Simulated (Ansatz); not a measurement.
# PtSe2 monolayer (1T): modes against uniaxial strain along a, the zigzag direction, with the width clamped, part 2 of 3

Aim: how do the optical modes of PtSe2 monolayer (1T) shift and split under this strain?

Ansatz 0.2.0; DFT PBE, scalar-relativistic, plane waves, PAW; PAW set soft_1.

So far. Step 4 (Tight relaxation): The largest force component left is 0.30 meV/Å, within the tolerances set.

### 5. Zone-centre response at rest

Phonons follow from the second derivative of the energy, found here by linear response.

The modes at rest are the reference of the series.

Input file input.yaml:

```yaml
crystal:
  lattice:
    - [3.7481554773, 0.0, 0.0]
    - [-1.8740777386, 3.2459978606, 0.0]
    - [0.0, 0.0, 29.9272]
  atoms:
    - { symbol: Pt, position: [0.0, 0.0, 0.3341441899] }
    - { symbol: Se, position: [0.3333333333, 0.6666666667, 0.3778510869] }
    - { symbol: Se, position: [0.6666666667, 0.3333333333, 0.2904372929] }
  periodic: [true, true, false]
kpoints:
  mp_grid: { grid: [9, 9, 1] }
hamiltonian:
  xc: pbe
  pseudopotentials: { kind: paw, azcp: { folder: soft_1 } }
scf:
  occupations: { method: fixed }
output:
  eigenvalues: true
phonons:
  method: dfpt
```

Started as:

```bash
ansatz run input.yaml --threads 4 --pin off --max-ram 16384MiB --backend cpu --events-out ev --progress --plain --runs-dir out
```

Numbers of over 12 decimals in the logs are rounded to 6 here.

Log:

```text
Warning: crystal.symmetry: narrowed to the stabiliser of the run's FFT grids — unitary ops 12 → 6. A phonons.method: dfpt run fills in the rows of the dynamical matrix that it does not solve by its symmetry operations, which is exact only for operations that map its FFT grids onto themselves: filled in by any other, the frequencies could depend on the order in which like atoms are typed, or, by more than the grids' own error, on where the crystal sits among the grids' points. Excluded: 6 operations. The run can therefore solve more perturbations, solve them on more k-points, or both, and cost more. [rest of the remark cut]
[...]
Crystal: 3 atoms, lattice volume = 364.109 Å³
Basis set: ecut = 420 eV, 7133 PW (Γ), exchange–correlation on 54×54×432 points (8 copies of the dense FFT grid, shifted against one another)
Bands: 30, of which v1, the nominal top of the filled ones, is band 25 counted from 1 (24 counted from 0)
Symmetry: 12 space group operations
k-points: 25 of 81 (irreducible under 2 space group operations, time reversal used)
[...]
SCF iter   1: F=—  HF=-23464.887322 eV  |F-HF|=—  |Δ(HF+E_count)|=         —  Δρ=3.36e-2  dr2=4.55e0  ethr=3.10e-3  ⟨swp⟩=6.1  Hψ=3074  notcnv=0  defer=74
[...]
SCF iter  11: F=-23464.071143 eV  HF=-23464.071143 eV  |F-HF|=5.82e-11  |Δ(HF+E_count)|=  5.20e-10  Δρ=5.88e-8  dr2=1.80e-11  ethr=1.00e-12  ⟨swp⟩=27.2  Hψ=7421  notcnv=0
SCF 1 converged in 11 iterations: F = -23464.071143 eV  dr2 = 1.80e-11
[...]
DFPT response loops at Γ: preconditioner auto → none (the input reference at scf.mixing.eps_inf says where Resta's filter doesn't serve); β = 0.50; Broyden in place of MSR1
SCF converged after 11 iterations
Free energy (F): -23464.071143 eV
[...]
Internal energy: -23464.071143 eV  (E = F + TS)
E sigma→0 (E₀):  -23464.071143 eV
Fermi energy:    -5.730685 eV
[...]
--- Band table (eV; the first three rows and the last of 25) ---
  k-point 0: bands = [... 21 lower, -6.9139, -6.2765, -5.7307, -5.7307, -2.7765, -2.7765, -1.2073 (-1.2074°), -0.4557, ... 1 higher]
  k-point 1: bands = [... 21 lower, -7.3261, -6.0627, -5.7947, -5.7372, -3.5345, -2.9536, -0.7709 (-0.7711°), -0.2487, ... 1 higher]
  k-point 2: bands = [... 21 lower, -7.8218, -6.1098, -5.9628, -5.8515, -4.3410, -3.1588, -0.0611 (-0.0615°), 0.0823, ... 1 higher]
  k-point 24: bands = [... 21 lower, -7.8710, -7.2803, -6.9776, -5.9585, -4.1527, -3.5506, 0.3507 (0.3507°), 0.9386, ... 1 higher]
  ° read free of the cell's end (the report's vacuum.weakly_bound_levels)
--- Phonons (Γ-DFPT): 6 representative perturbations + reference, on 25 of 81 k-points (Σ response iterations 28) ---
  ASR residual: 2.032e-4 → 0.000e0 eV/Å²; symmetrization residual: 5.675e-5 eV/Å²
  The last average, over the group as it would stand without the narrowing to the FFT grids, took up to 3.089e-6 eV/Å² of the zone centre's force constants
  ASR residual per site (eV/Å²): 2.03e-4 5.77e-5 5.96e-5
  Γ frequencies (cm⁻¹): 0.00 0.00 0.00 170.20 170.20 196.77 214.00 214.00 222.40
  non-analytic LO–TO correction: not included (Born effective charges unavailable; polar crystals: no LO–TO splitting at Γ)
```

Run time: 53 s. Hardware: 4 threads of Arm Neoverse V2, shared host; peak memory 1.4 GiB; 3.3 min of CPU time.

In the SCF lines HF is the Harris–Foulkes energy and dr2 the Hartree energy of the density residual, in eV; the loop may stop once dr2 is under the threshold and the program's other checks hold. Hψ counts applications of the Hamiltonian.

Numbers from this step:

```yaml
sum_rule_residual_before_enforcement: 2.03e-4 eV/Å²
point_group: -3m
highest_optical_mode_at_the_zone_centre_no_lo_to_term: 222.4 cm⁻¹
lowest_optical_zone_centre_mode: 170.2 cm⁻¹
```

Without the LO-TO term. Patterns of degenerate modes are one choice out of their space. The modes at Γ (shares of kinetic energy by element, %):

```csv
mode,frequency (cm⁻¹),symmetry,Pt %,Se %
1,0.0,acoustic,55,45
2,0.0,acoustic,55,45
3,0.0,acoustic,55,45
4,170.2,Eg,0,100
5,170.2,Eg,0,100
6,196.8,A1g,0,100
7,214.0,Eu,45,55
8,214.0,Eu,45,55
9,222.4,A2u,45,55
```

Displacements in mode 4 (170.2 cm⁻¹), the largest set to 1:
```
Pt1  0.00  0.00  0.00
Se2 -0.44 -1.00  0.00
Se3  0.44  1.00  0.00
```

Displacements in mode 9 (222.4 cm⁻¹), the largest set to 1:
```
Pt1  0.00  0.00  0.81
Se2  0.00  0.00 -1.00
Se3  0.00  0.00 -1.00
```

Before it was imposed, the acoustic sum rule was missed by 2.0e-4 eV/Å². Small misses are needed for a sound result but don't prove that mesh and cutoff are converged. The lowest optical mode is real, 170 cm⁻¹.

### 6. A member of the series: uniaxial strain of +5 % along a, the zigzag direction, with the width clamped

The cell takes a uniaxial strain of +5 % along a, the zigzag direction, with the width clamped. The cell is held, and the atoms relax in it.

Input file input.yaml:

```yaml
crystal:
  lattice:
    - [3.9355632512, 0.0, 0.0]
    - [-1.9677816256, 3.2459978606, 0.0]
    - [0.0, 0.0, 29.9272]
  atoms:
    - { symbol: Pt, position: [0.0, 0.0, 0.3341441899] }
    - { symbol: Se, position: [0.3369447204, 0.6738894408, 0.3765168829] }
    - { symbol: Se, position: [0.6630552796, 0.3261105592, 0.2917714969] }
  periodic: [true, true, false]
kpoints:
  mp_grid: { grid: [9, 9, 1] }
hamiltonian:
  xc: pbe
  pseudopotentials: { kind: paw, azcp: { folder: soft_1 } }
scf:
  occupations: { method: gaussian, width: 0.02 }
output:
  forces: true
  stress: true
  eigenvalues: true
relax:
  adjacent_minimum: "off"
  f_tol: 0.001
  max_steps: 60
```

Log:

```text
[...]
--- Relaxed structure (4 steps of the walk, 3 accepted, 0 SCFs on fresh bases) ---
  F+E_penalty+E_count = -23464.00480674 eV   max|allowed force component| = 1.277e-4 eV/Å
  cell:  # Å, volume = 382.3149 Å³
    - [3.9355632512, 0.0, 0.0]
    - [-1.9677816256, 3.2459978606, 0.0]
    - [0.0, 0.0, 29.9272]
  atoms:
    - { symbol: Pt, position: [0.0, 0.0, 0.3341441899] }
    - { symbol: Se, position: [0.337679, 0.675358, 0.376200] }
    - { symbol: Se, position: [0.662321, 0.324642, 0.292089] }
[key lines of the parts left out:]
SCF converged after 5 iterations
Free energy (F): -23464.004807 eV
Fermi energy:    -5.040684 eV
P = ½ c Tr σ = -2.1316 N/m
```

Elapsed: 16 s, on 4 threads; peak memory 0.78 GiB; 60 s of CPU time.

Relaxation path:

| step | energy less that of the first step (eV) | largest force component (eV/Å) |
| --- | --- | --- |
| 1 | 0.0000 | 0.0981 |
| 2 | 0.0007 | 0.1367 |
| 3 | -0.0011 | 0.0044 |
| 4 | -0.0011 | 0.0001 |

Relaxation step 2 was tried and not accepted.

Forces are held to the 4 operations that the run works with; a distortion that breaks them can't arise in this run.

The atoms that moved most (Å):

```csv
atom,dx,dy,dz,length
Se3,0.000,-0.005,0.009,0.011
Se2,0.000,0.005,-0.009,0.011
```

The relaxed structure:

```xyz
3
Lattice="3.9356 0.0000 0.0000 -1.9678 3.2460 0.0000 0.0000 0.0000 29.9272" Properties=species:S:1:pos:R:3
Pt    0.0000    0.0000   10.0000
Se    0.0000    2.1922   11.2586
Se    1.9678    1.0538    8.7414
```

Numbers from this step:

- gap on the k-mesh: 1.142 eV
- area per atom: 4.258 Å²

The largest force component left is 0.13 meV/Å.

### 7. Modes of this member: uniaxial strain of +5 % along a, the zigzag direction, with the width clamped

The zone-centre modes follow for uniaxial strain of +5 % along a, the zigzag direction, with the width clamped.

input.yaml, the sections that differ from step 6:

```yaml
crystal:
  lattice:
    - [3.9355632512, 0.0, 0.0]
    - [-1.9677816256, 3.2459978606, 0.0]
    - [0.0, 0.0, 29.9272]
  atoms:
    - { symbol: Pt, position: [0.0, 0.0, 0.3341441899] }
    - { symbol: Se, position: [0.3376791971, 0.6753583942, 0.3761997475] }
    - { symbol: Se, position: [0.6623208029, 0.3246416058, 0.2920886323] }
  periodic: [true, true, false]
scf:
  occupations: { method: fixed }
output:
  eigenvalues: true
phonons:
  method: dfpt
# kpoints, hamiltonian: as in step 6
# relax: removed
```

Log:

```text
[...]
Crystal: 3 atoms, lattice volume = 382.315 Å³
Basis set: ecut = 420 eV, 7537 PW (Γ), exchange–correlation on 54×54×432 points (8 copies of the dense FFT grid, shifted against one another)
Bands: 30, of which v1, the nominal top of the filled ones, is band 25 counted from 1 (24 counted from 0)
Symmetry: 4 space group operations
k-points: 25 of 81 (irreducible under 2 space group operations, time reversal used)
[...]
SCF iter   1: F=—  HF=-23464.824373 eV  |F-HF|=—  |Δ(HF+E_count)|=         —  Δρ=3.29e-2  dr2=4.70e0  ethr=3.10e-3  ⟨swp⟩=6.0  Hψ=3054  notcnv=0  defer=72
[...]
SCF iter  11: F=-23464.004807 eV  HF=-23464.004807 eV  |F-HF|=2.62e-10  |Δ(HF+E_count)|=  4.62e-10  Δρ=4.13e-8  dr2=6.40e-12  ethr=1.00e-12  ⟨swp⟩=27.2  Hψ=7247  notcnv=0
SCF 1 converged in 11 iterations: F = -23464.004807 eV  dr2 = 6.40e-12
[...]
SCF converged after 11 iterations
Free energy (F): -23464.004807 eV
[...]
Internal energy: -23464.004807 eV  (E = F + TS)
E sigma→0 (E₀):  -23464.004807 eV
Fermi energy:    -5.611624 eV
[...]
--- Band table (eV; the first three rows and the last of 25) ---
  k-point 0: bands = [... 21 lower, -6.8212, -6.2281, -6.0520, -5.7284, -2.9716, -2.9572, -1.3522 (-1.3522°), -0.5048, ... 1 higher]
  k-point 1: bands = [... 21 lower, -7.2488, -6.0568, -5.9999, -5.7695, -3.6482, -3.1375, -0.8840 (-0.8841°), -0.2587, ... 1 higher]
  k-point 2: bands = [... 21 lower, -7.7216, -6.2822, -6.1755, -5.6116, -4.4404, -3.3382, -0.2772 (-0.2772°), -0.0264, ... 1 higher]
  k-point 24: bands = [... 21 lower, -8.0752, -7.1068, -7.0172, -6.0398, -4.0776, -3.8953, 0.3927 (0.3927°), 0.8582, ... 1 higher]
  ° read free of the cell's end (the report's vacuum.weakly_bound_levels)
[...]
ASR residual: 1.369e-4 → 0.000e0 eV/Å²; symmetrization residual: 2.091e-5 eV/Å²
[...]
ASR residual per site (eV/Å²): 1.37e-4 2.62e-5 3.08e-5
  Γ frequencies (cm⁻¹): 0.00 0.00 0.00 160.61 170.60 190.43 192.72 203.48 218.84
[...]
```

Run time: 78 s. Hardware: 4 threads; peak memory 1.4 GiB.

This step gave:

```
sum-rule residual before enforcement                    : 1.37e-4 eV/Å²
point group                                             : 2/m
highest optical mode at the zone centre (no LO-TO term) : 218.8 cm⁻¹
lowest optical zone-centre mode                         : 160.6 cm⁻¹
```

Without the LO-TO term. Patterns of degenerate modes are one choice out of their space. Modes at Γ, with each element's share of the kinetic energy:

```csv
mode,frequency (cm⁻¹),symmetry,Pt %,Se %
1,0.0,acoustic,55,45
2,0.0,acoustic,55,45
3,0.0,acoustic,55,45
4,160.6,Bg,0,100
5,170.6,Ag,0,100
6,190.4,Ag,0,100
7,192.7,Au,45,55
8,203.5,Bu,45,55
9,218.8,Bu,45,55
```

Displacements in mode 4 (160.6 cm⁻¹), the largest set to 1:
```
Pt1  0.00  0.00  0.00
Se2  1.00  0.00  0.00
Se3 -1.00  0.00  0.00
```

Displacements in mode 8 (203.5 cm⁻¹), the largest set to 1:
```
Pt1  0.00  0.81 -0.26
Se2  0.00 -1.00  0.32
Se3  0.00 -1.00  0.32
```

The lowest optical mode is real, 161 cm⁻¹, and the highest lies at 218.8 cm⁻¹.

### 8. A member of the series: uniaxial strain of -3 % along a, the zigzag direction, with the width clamped

The cell takes a uniaxial strain of -3 % along a, the zigzag direction, with the width clamped. The cell is held, and the atoms relax in it.

Input file input.yaml:

```yaml
crystal:
  lattice:
    - [3.6357108129, 0.0, 0.0]
    - [-1.8178554064, 3.2459978606, 0.0]
    - [0.0, 0.0, 29.9272]
  atoms:
    - { symbol: Pt, position: [0.0, 0.0, 0.3341441899] }
    - { symbol: Se, position: [0.3311323909, 0.6622647817, 0.378554447] }
    - { symbol: Se, position: [0.6688676091, 0.3377352183, 0.2897339328] }
  periodic: [true, true, false]
kpoints:
  mp_grid: { grid: [9, 9, 1] }
hamiltonian:
  xc: pbe
  pseudopotentials: { kind: paw, azcp: { folder: soft_1 } }
scf:
  occupations: { method: gaussian, width: 0.02 }
output:
  forces: true
  stress: true
  eigenvalues: true
relax:
  adjacent_minimum: "off"
  f_tol: 0.001
  max_steps: 60
```

Log:

```text
[...]
Crystal: 3 atoms, lattice volume = 353.186 Å³
Basis set: ecut = 420 eV, 6905 PW (Γ), exchange–correlation on 50×50×432 points (8 copies of the dense FFT grid, shifted against one another)
Bands: 30, of which v1, the nominal top of the filled ones, is band 25 counted from 1 (24 counted from 0)
Symmetry: 4 space group operations
[...]
--- Relaxed structure (5 steps of the walk, 5 accepted, 0 SCFs on fresh bases) ---
  F+E_penalty+E_count = -23464.04610536 eV   max|allowed force component| = 1.885e-4 eV/Å
  cell:  # Å, volume = 353.1861 Å³
    - [3.6357108129, -2.8001443827702082e-11, 0.0]
    - [-1.817855406425, 3.245998, 0.0]
    - [0.0, 0.0, 29.9272]
  atoms:
    - { symbol: Pt, position: [0, 0, 0.3341441899] }
    - { symbol: Se, position: [0.329937, 0.659875, 0.378915] }
    - { symbol: Se, position: [0.670063, 0.340125, 0.289373] }
[key lines of the parts left out:]
SCF converged after 2 iterations
Free energy (F): -23464.046105 eV
Fermi energy:    -4.895555 eV
P = ½ c Tr σ = 1.4194 N/m
```

Wall time 17 s (4 threads); peak memory 0.75 GiB; 63 s of CPU time.

Relaxation path:

```csv
step,energy less that of the first step (eV),largest force component (eV/Å)
1,0.0000,0.1282
2,-0.0007,0.1174
3,-0.0019,0.0081
4,-0.0019,0.0002
5,-0.0019,0.0002
```

Forces are held to the 4 operations that the run works with; a distortion that breaks them can't arise in this run.

The atoms that moved most (Å):

```
atom     dx      dy      dz  length
 Se3  0.000   0.008  -0.011   0.013
 Se2  0.000  -0.008   0.011   0.013
```

The relaxed structure:

```
Pt Se
1.0
     3.63571    0.00000    0.00000
    -1.81786    3.24600    0.00000
     0.00000    0.00000   29.92720
Pt Se
1 2
Direct
  0.00000 0.00000 0.33414
  0.32994 0.65987 0.37892
  0.67006 0.34013 0.28937
```

Numbers from this step:

```yaml
gap_on_the_k_mesh: 1.188 eV
area_per_atom: 3.934 Å²
```

The largest force component left is 0.19 meV/Å.

(Part 2 of 3 ends here.)

[Logs are printed without paths, hosts, clocks, repeated set-up lines and the standing remarks that a program may print on its own settings, such as how far it seeks lower states.]

[Hosts, paths, dates, database ids (printed as entryN), source tags and the programs' standing remarks are cut or masked in the printed files.]
